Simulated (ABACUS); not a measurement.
## Ge in ABACUS: the effect of strain along c

The system is Ge.

```
Ge
1.0
    -1.56942    1.64742    1.82776
     1.64742   -1.56942    1.82776
     1.51191    1.51191   -1.76079
Ge
1
Direct
  0.50000 0.50000 0.00000
```

The cell isn't the ideal one: cell strained by -0.06 along c.

Alike in all runs:

* Program: ABACUS 3.10.1
* Task: single point
* Functional: PBE
* Potentials or basis: PseudoDojo NC SR 0.4.1 PBE standard
* Cutoff: 1075 eV
* Density cutoff: 4299 eV
* Basis: plane waves
* k mesh: 8 × 8 × 8
* Occupations: fermi-dirac, width 0.05 eV
* Spin: no spin polarisation
* Radial cutoff of the potentials (pseudo_rcut): 7 bohr
* SCF threshold on the density: 1e-08
* Max SCF steps: 100
* Eigensolver: dav
* Mixing: broyden
* Mixing share: 0.7

```tsv
strain along c	pressure (GPa)
-0.06	4.4
-0.03	1.6
0	-0.4
0.03	?
0.06	-3.5
```

Problem. What does the run with strain along c 0.03 give?

Solution. Pressure -2.3 GPa.

Worked out: A parabola through the other rows of the pressure, of slope -50.1 GPa per unit of strain along c there, gives -2.2 GPa, against the run's -2.3.
